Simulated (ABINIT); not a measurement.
Runs of ABINIT 10.8.3 (patched build) on EuO. The structure is cubic, space group Fm-3m (No. 225). The conventional cell has a = 5.144 Å, b = 5.144 Å, c = 5.144 Å, α = 90.00°, β = 90.00°, γ = 90.00°. Around Eu (site symmetry m-3m) lie 6 O at 2.57 Å. O (site symmetry m-3m) is surrounded by 6 Eu at 2.57 Å. 

```tsv
level	potentials or basis	k mesh	cutoff (eV)	fine-grid cutoff	mesh quality	gap on the mesh (eV)	pressure (GPa)	moment (μB)
PBEsol	JTH PAW PBE v2.0	5 × 5 × 5	626	1224.51 eV	coarse	none	-16.2	(c)
LDA	JTH PAW LDA v2.0	7 × 7 × 7	680	1278.94 eV	not flagged	none	(a)	6.90
LDA	JTH PAW LDA v2.0	4 × 4 × 4	680	1278.94 eV	coarse	none	-12.7	6.91
PBEsol	JTH PAW PBE v2.0	7 × 7 × 7	626	1224.51 eV	not flagged	none	(b)	1.42
PBEsol	JTH PAW PBE v2.0	4 × 4 × 4	626	1224.51 eV	coarse	none	-12.6	1.26
```

Alike in all rows: task single point; spin collinear, ferromagnetic start; cell as given; smearing fermi-dirac 0.05 eV.

Question: Fill in the values left out.

Answer: (a) -13.1; (b) -13.5; (c) 0.99.

Caveats: some runs use coarse meshes; spin-orbit coupling is left out, which moves the levels of the heavy elements; a cell with one magnetic atom can't hold antiferromagnetic order, which such compounds often take; without U or exact exchange the open f shell lies at the Fermi level, which spoils levels, moments and volumes; the moment fell far below its start of 7 μB, so a state of higher moment may lie lower in energy (some runs); the PAW data sets were made with another functional, which shifts forces and pressure a little (some runs); so large a pressure means that the cell lies far from this level's equilibrium, or that cutoff or potentials fall short (some runs); the potentials were made for another functional, which shifts forces and pressure (some runs).

A k mesh can miss the band edges, and the runs leave out spin-orbit coupling on Eu.

A gap of «none» marks a metal or a gap under the smearing width.

Runs at the PBE level aren't shown here.
